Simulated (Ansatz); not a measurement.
(111) slab cut from the bulk of Mg₂Si, Fm-3m (No. 225); the slab's formula is Mg2Si:

```xyz
9
Lattice="4.4737 0.0000 0.0000 -2.2368 3.8743 0.0000 0.0000 0.0000 24.1319" Properties=species:S:1:pos:R:3 pbc="T T T"
Mg    0.0000    0.0000    7.5000
Si    2.2368    1.2914    8.4132
Mg    0.0000    2.5829    9.3264
Mg    2.2368    1.2914   11.1528
Si    0.0000    2.5829   12.0659
Mg    0.0000    0.0000   12.9791
Mg    0.0000    2.5829   14.8055
Si    0.0000    0.0000   15.7187
Mg    2.2368    1.2914   16.6319
```

Theory: DFT PBEsol, scalar-relativistic, plane waves, PAW in Ansatz 0.2.0. Cutoff 420 eV; k points 9×9×1 on the computed 9-atom cell (Γ-centred); Gaussian smearing, width 0.05 eV; no spin polarisation. The cell repeats along c with a dipole correction in the vacuum.

Question: What forces act on the atoms?

Answer:
```csv
atom,Fx (eV/Å),Fy (eV/Å),Fz (eV/Å)
Mg1,0.000,0.000,0.547
Si2,0.000,0.000,-0.497
Mg3,0.000,0.000,-0.083
Mg4,0.000,0.000,0.014
Si5,0.000,0.000,0.000
Mg6,0.000,0.000,-0.014
Mg7,0.000,0.000,0.083
Si8,0.000,0.000,0.497
Mg9,0.000,0.000,-0.547
```